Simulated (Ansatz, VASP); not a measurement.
# Two plane-wave programs on MgS

```xyz
2
Lattice="2.6039 2.6039 0.0000 -2.6039 2.6039 0.0000 0.0000 2.6039 2.5837" Properties=species:S:1:pos:R:3 pbc="T T T"
Mg    0.0000    0.0000    0.0000
S     0.0000    2.6039    0.0000
```

Change from the starting cell: in-plane strain +0.005, out-of-plane length and atoms relaxed by PAW.

Alike in both runs: functional PBEsol; k mesh 8 × 8 × 8; no spin polarisation.

Ansatz relaxed the structure, and its values are those at the end. VASP's run is a single point on that final structure, the one shown.

|  | VASP | Ansatz |
| --- | --- | --- |
| version | VASP 6.6.1 | Ansatz 0.2.0 |
| potentials or method | VASP PAW PBE potentials, release 64 (Mg, S) | PAW with Ansatz's default frozen-core files, scalar-relativistic |
| plane-wave cutoff (eV) | 520 | 420 |
| occupations | gaussian, width 0.01 eV | fixed |
| valence electrons in the cell | 8 | 16 |

Ansatz gave:

| Property | Result |
| --- | --- |
| gap on the k mesh at the Fermi level (eV) | 2.67 |
| pressure (GPa) | -0.5 |

Q: What did VASP give for the same quantities?

A: gap on the k mesh at the Fermi level (eV): 2.68; pressure (GPa): -0.7.

The two sets of potentials don't hold the same shells in valence.

Caveats: the PAW data sets were made with another functional, which shifts forces and pressure a little (VASP). A k mesh can miss the band edges.
